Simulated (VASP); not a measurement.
**Sn: relaxation of cell and atoms with r2SCAN**

The system is Sn.

```
CELL_PARAMETERS angstrom
-1.89465 1.89465 1.89465
1.89465 -1.89465 1.89465
1.89465 1.89465 -1.89465
ATOMIC_POSITIONS crystal
Sn 0.00000 0.00000 0.00000
```

This isn't the form of Sn at room conditions, which is tetragonal (white tin).

* Program: VASP 6.6.1
* Task: relaxation of cell and atoms
* Functional: r2SCAN
* Potentials or basis: VASP PAW PBE potentials, release 64 (Sn_d)
* Cutoff: 600 eV
* k mesh: 10 × 10 × 10
* Occupations: methfessel-paxton, width 0.1 eV
* Spin: no spin polarisation
* Further INCAR settings: ALGO = Normal; EDIFF = 1e-06; IBRION = 2; EDIFFG = -0.005; NSW = 60; ISIF = 3

```yaml
Relaxed_volume: 26.78 Å³/atom
Relaxed_cell: a = 3.265 Å, b = 3.265 Å, c = 3.265 Å, α = 109.47°, β = 109.47°, γ = 109.47°
Space_group_after_relaxing_to_0.05_Å: Im-3m (No. 229)
Energy_gained_by_relaxing: 1.0 meV/atom
Ionic_steps: 3
Pressure_after_relaxing: 0.0 GPa
Band_gap_on_the_k_mesh: none (metal or under the smearing width)
```

The path:
```
step  energy change (eV)  largest force (eV/Å)  pressure (GPa)  volume (Å³)
   1              0.0000                0.0000           -0.75        27.20
   2             -0.0010                0.0000            0.15        26.70
   3             -0.0010                0.0000           -0.01        26.78
```

Final structure:
```yaml
crystal:
  lattice:
    - [-1.88485, 1.88485, 1.88485]
    - [1.88485, -1.88485, 1.88485]
    - [1.88485, 1.88485, -1.88485]
  atoms:
    - { symbol: Sn, position: [0.00000, 0.00000, 0.00000] }
```

Levels at points of the mesh, in eV from the Fermi level:
```csv
k point,band 5,band 6,band 7,band 8,band 9,band 10
"(0.00, 0.00, 0.00)",-22.12,-11.75,8.59,8.59,8.59,12.95
"(0.50, 0.00, 0.00)",-22.02,-6.65,-4.76,3.81,5.92,8.67
"(0.50, 0.50, 0.50)",-22.05,-2.22,-0.60,-0.60,-0.60,4.19
```

It took 2.1 min on 1 thread of Intel(R) Xeon(R) Platinum 8488C (Sapphire Rapids), with other jobs on the host, peak memory 0.18 GiB.

Caveat: the PAW data sets were made with another functional, which shifts forces and pressure a little.
